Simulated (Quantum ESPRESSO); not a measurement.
# AlCo (Pm-3m) in Quantum ESPRESSO: reference runs, part 2 of 2

Quantum ESPRESSO 7.5.

## Step 3: Single point, PBE, collinear spin, ferromagnetic start (atoms moved at random, drawn with an rms of 0.05 Å)

Input file pw.in:

```
&CONTROL
  calculation = 'scf'
  prefix = 'pwscf'
  outdir = './tmp'
  pseudo_dir = './pseudo'
  tprnfor = .true.
  tstress = .true.
  disk_io = 'nowf'
/
&SYSTEM
  ibrav = 0
  nat = 2
  ntyp = 2
  ecutwfc = 55
  ecutrho = 440
  nbnd = 19
  occupations = 'smearing'
  smearing = 'fd'
  degauss = 0.00367493
  nspin = 2
  starting_magnetization(1) = 0.1176
  starting_magnetization(2) = 0
/
&ELECTRONS
  conv_thr = 4d-10
  electron_maxstep = 120
  mixing_beta = 0.3
/
ATOMIC_SPECIES
Co    58.9332 Co_pbe_v1.2.uspp.F.UPF
Al    26.9815 Al.pbe-n-kjpaw_psl.1.0.0.UPF
CELL_PARAMETERS angstrom
   2.8194032100    0.0000000000    0.0000000000
   0.0000000000    2.8194032100    0.0000000000
   0.0000000000    0.0000000000    2.8194032100
ATOMIC_POSITIONS crystal
Co     0.5188250000    0.4935050000    0.4987670000
Al    -0.0089450000   -0.0064180000   -0.0021340000
K_POINTS automatic
9 9 9 0 0 0
```

Potentials or basis: SSSP 1.3 efficiency PBE.

Started as:

```sh
OMP_NUM_THREADS=1 pw.x -in pw.in > pw.out
```

pw.out:

```text
This program is part of the open-source Quantum ESPRESSO suite
     for quantum simulation of materials; please cite
         "P. Giannozzi et al., J. Phys.:Condens. Matter 21 395502 (2009);
         "P. Giannozzi et al., J. Phys.:Condens. Matter 29 465901 (2017);
         "P. Giannozzi et al., J. Chem. Phys. 152 154105 (2020);
     in publications or presentations arising from this work. More details at

     file Al.pbe-n-kjpaw_psl.1.0.0.UPF: wavefunction(s)  3S 3P renormalized

     Subspace diagonalization in iterative solution of the eigenvalue problem:
     a serial algorithm will be used

     G-vector sticks info
     --------------------
     sticks:   dense  smooth     PW     G-vecs:    dense   smooth      PW
     Sum         989     497    149                23583     8385    1419

     Using Slab Decomposition

     bravais-lattice index     =            0
     lattice parameter (alat)  =       5.3279  a.u.
     unit-cell volume          =     151.2405 (a.u.)^3
     number of atoms/cell      =            2
     number of atomic types    =            2
     number of electrons       =        20.00
     number of Kohn-Sham states=           19
     kinetic-energy cutoff     =      55.0000  Ry
     charge density cutoff     =     440.0000  Ry
     scf convergence threshold =      4.0E-10
     mixing beta               =       0.3000
     number of iterations used =            8  plain     mixing
     Exchange-correlation= SLA  PW   PBX  PBC
                           (   1   4   3   4   0   0   0)

     celldm(1)=   5.327900  celldm(2)=   0.000000  celldm(3)=   0.000000
     celldm(4)=   0.000000  celldm(5)=   0.000000  celldm(6)=   0.000000

     crystal axes: (cart. coord. in units of alat)
               a(1) = (   1.000000   0.000000   0.000000 )
               a(2) = (   0.000000   1.000000   0.000000 )
               a(3) = (   0.000000   0.000000   1.000000 )

     reciprocal axes: (cart. coord. in units 2 pi/alat)
               b(1) = (  1.000000  0.000000  0.000000 )
               b(2) = (  0.000000  1.000000  0.000000 )
               b(3) = (  0.000000  0.000000  1.000000 )

     PseudoPot. # 1 for Co read from file:
     Co_pbe_v1.2.uspp.F.UPF
     Pseudo is Ultrasoft + core correction, Zval = 17.0
     Generated by new atomic code, or converted to UPF format
     Using radial grid of  863 points,  6 beta functions with:
                l(1) =   0
                l(2) =   0
                l(3) =   1
                l(4) =   1
                l(5) =   2
                l(6) =   2
     Q(r) pseudized with  8 coefficients,  rinner =    1.200   1.200   1.200
                                                       1.200   1.200

     PseudoPot. # 2 for Al read from file:
     Al.pbe-n-kjpaw_psl.1.0.0.UPF
     Pseudo is Projector augmented-wave + core cor, Zval =  3.0
     Generated using "atomic" code by A. Dal Corso  v.5.1
     Shape of augmentation charge: PSQ
     Using radial grid of 1135 points,  6 beta functions with:
                l(1) =   0
                l(2) =   0
                l(3) =   1
                l(4) =   1
                l(5) =   2
                l(6) =   2
     Q(r) pseudized with 0 coefficients

     atomic species   valence    mass     pseudopotential
     Co               17.00    58.93320     Co( 1.00)
     Al                3.00    26.98150     Al( 1.00)

     Starting magnetic structure
     atomic species   magnetization
     Co              0.118
     Al              0.000

     No symmetry found

   Cartesian axes

     site n.     atom                  positions (alat units)
         1        Co     tau(   1) = (   0.5188250   0.4935050   0.4987670  )
         2        Al     tau(   2) = (  -0.0089450  -0.0064180  -0.0021340  )

     number of k points=   365  Fermi-Dirac smearing, width (Ry)=  0.0037

     Number of k-points >= 100: set verbosity='high' to print them.

     Dense  grid:    23583 G-vectors     FFT dimensions: (  36,  36,  36)

     Smooth grid:     8385 G-vectors     FFT dimensions: (  25,  25,  25)

     Check: negative core charge=   -0.000015
     Generating pointlists ...
     new r_m :   0.3505 (alat units)  1.8675 (a.u.) for type    1
     new r_m :   0.3505 (alat units)  1.8675 (a.u.) for type    2

     Initial potential from superposition of free atoms

     starting charge      18.9977, renormalised to      20.0000
     Starting wfcs are   17 randomized atomic wfcs +    2 random wfcs
     Checking if some PAW data can be deallocated...

     Self-consistent Calculation

     iteration #  1     ecut=    55.00 Ry     beta= 0.30
     Davidson diagonalization with overlap
     ethr =  1.00E-02,  avg # of iterations =  6.0

     total energy              =    -332.60043973 Ry
     estimated scf accuracy    <      16.43245333 Ry

     total magnetization       =     0.27 Bohr mag/cell
     absolute magnetization    =     0.60 Bohr mag/cell

     iteration #  2     ecut=    55.00 Ry     beta= 0.30
     Davidson diagonalization with overlap
     ethr =  1.00E-02,  avg # of iterations =  3.0

     total energy              =    -337.26210292 Ry
     estimated scf accuracy    <      11.34042887 Ry

     total magnetization       =     0.05 Bohr mag/cell
     absolute magnetization    =     0.11 Bohr mag/cell

     iteration #  3     ecut=    55.00 Ry     beta= 0.30
     Davidson diagonalization with overlap
     ethr =  1.00E-02,  avg # of iterations =  2.0

     total energy              =    -338.02836772 Ry
     estimated scf accuracy    <       0.45273417 Ry

     total magnetization       =     0.46 Bohr mag/cell
     absolute magnetization    =     0.66 Bohr mag/cell

     iteration #  4     ecut=    55.00 Ry     beta= 0.30
     Davidson diagonalization with overlap
     ethr =  2.26E-03,  avg # of iterations =  1.1

     total energy              =    -338.06833339 Ry
     estimated scf accuracy    <       0.03675715 Ry

     total magnetization       =     0.39 Bohr mag/cell
     absolute magnetization    =     0.67 Bohr mag/cell

     iteration #  5     ecut=    55.00 Ry     beta= 0.30
     Davidson diagonalization with overlap
     ethr =  1.84E-04,  avg # of iterations =  2.7

     total energy              =    -338.03746010 Ry
     estimated scf accuracy    <       0.18359396 Ry

     total magnetization       =     0.16 Bohr mag/cell
     absolute magnetization    =     0.35 Bohr mag/cell

     iteration #  6     ecut=    55.00 Ry     beta= 0.30
     Davidson diagonalization with overlap
     ethr =  1.84E-04,  avg # of iterations =  2.0

     total energy              =    -338.07550550 Ry
     estimated scf accuracy    <       0.04726064 Ry

     total magnetization       =     0.13 Bohr mag/cell
     absolute magnetization    =     0.35 Bohr mag/cell

     iteration #  7     ecut=    55.00 Ry     beta= 0.30
     Davidson diagonalization with overlap
     ethr =  1.84E-04,  avg # of iterations =  1.0

     total energy              =    -338.06567226 Ry
     estimated scf accuracy    <       0.02808838 Ry

     total magnetization       =     0.09 Bohr mag/cell
     absolute magnetization    =     0.25 Bohr mag/cell
[... 38 lines left out ...]
     total magnetization       =     0.01 Bohr mag/cell
     absolute magnetization    =     0.01 Bohr mag/cell

     iteration # 12     ecut=    55.00 Ry     beta= 0.30
     Davidson diagonalization with overlap
     ethr =  3.86E-06,  avg # of iterations =  1.5

     total energy              =    -338.07369506 Ry
     estimated scf accuracy    <       0.00000032 Ry

     total magnetization       =     0.00 Bohr mag/cell
     absolute magnetization    =     0.00 Bohr mag/cell

     iteration # 13     ecut=    55.00 Ry     beta= 0.30
     Davidson diagonalization with overlap
     ethr =  1.62E-09,  avg # of iterations =  3.7

     total energy              =    -338.07369572 Ry
     estimated scf accuracy    <       0.00000011 Ry

     total magnetization       =     0.00 Bohr mag/cell
     absolute magnetization    =     0.00 Bohr mag/cell

     iteration # 14     ecut=    55.00 Ry     beta= 0.30
     Davidson diagonalization with overlap
     ethr =  5.53E-10,  avg # of iterations =  2.1

     total energy              =    -338.07369572 Ry
     estimated scf accuracy    <       0.00000005 Ry

     total magnetization       =     0.00 Bohr mag/cell
     absolute magnetization    =     0.00 Bohr mag/cell

     iteration # 15     ecut=    55.00 Ry     beta= 0.30
     Davidson diagonalization with overlap
     ethr =  2.60E-10,  avg # of iterations =  2.1

     total energy              =    -338.07369573 Ry
     estimated scf accuracy    <          2.1E-09 Ry

     total magnetization       =     0.00 Bohr mag/cell
     absolute magnetization    =     0.00 Bohr mag/cell

     iteration # 16     ecut=    55.00 Ry     beta= 0.30
     Davidson diagonalization with overlap
     ethr =  1.06E-11,  avg # of iterations =  1.8

     Magnetic moment per site  (integrated on atomic sphere of radius R)
     atom   1 (R=0.351)  charge= 15.5489  magn= -0.0000
     atom   2 (R=0.351)  charge=  1.1622  magn=  0.0000

     End of self-consistent calculation

     Number of k-points >= 100: set verbosity='high' to print the bands.

     the Fermi energy is    14.9260 ev

!    total energy              =    -338.07369574 Ry
     estimated scf accuracy    <          2.0E-10 Ry
     smearing contrib. (-TS)   =      -0.00032333 Ry
     internal energy E=F+TS    =    -338.07337240 Ry

     The total energy is F=E-TS. E is the sum of the following terms:
     one-electron contribution =    -210.29871465 Ry
     hartree contribution      =     116.42846934 Ry
     xc contribution           =     -35.48748215 Ry
     ewald contribution        =    -174.01745367 Ry
     one-center paw contrib.   =     -34.69819128 Ry

     total magnetization       =     0.00 Bohr mag/cell
     absolute magnetization    =     0.00 Bohr mag/cell

     convergence has been achieved in  16 iterations

     Forces acting on atoms (cartesian axes, Ry/au):

     atom    1 type  1   force =    -0.02520315    0.00006300   -0.00083568
     atom    2 type  2   force =     0.02520315   -0.00006300    0.00083568

     Total force =     0.035662     Total SCF correction =     0.000002

     Computing stress (Cartesian axis) and pressure

          total   stress  (Ry/bohr**3)                   (kbar)     P=       71.10
   0.00046444  -0.00000022   0.00000257           68.32       -0.03        0.38
  -0.00000022   0.00049283  -0.00000001           -0.03       72.50       -0.00
   0.00000257  -0.00000001   0.00049278            0.38       -0.00       72.49

=------------------------------------------------------------------------------=
   JOB DONE.
=------------------------------------------------------------------------------=
```

Run time: 3 min. Hardware: 1 thread of Intel Xeon Platinum 8488C (Sapphire Rapids), shared host; peak memory 0.35 GiB.

What came out:

* Free energy: -4599.7270 eV
* Pressure: 7.1 GPa
* Largest force: 0.648 eV/Å
* Band gap on the k mesh: none (metal or under the smearing width)
* Net moment: 0.00 μB per cell
* Absolute moment: 0.00 μB per cell
* Valence electrons inside the program's atomic spheres: Co 15.55; Al 1.16

Forces on the atoms (eV/Å):
```
Co  -0.648  0.002 -0.021
Al   0.648 -0.002  0.021
```

Levels at points of the mesh, in eV from the Fermi level:
Spin up:
```
           k point  band 7  band 8  band 9  band 10  band 11  band 12  band 13  band 14
(0.00, 0.00, 0.00)   -3.13   -0.91   -0.90    -0.90     6.09     6.09     6.09     8.87
```
Spin down:
```tsv
k point	band 6	band 7	band 8	band 9	band 10	band 11	band 12	band 13	band 14	band 15
(0.00, 0.00, 0.00)	-3.14	-3.13	-0.91	-0.90	-0.90	6.09	6.09	6.09	8.87	8.88
```

Caveat: the starting moments collapsed, and a magnetic state may lie lower.
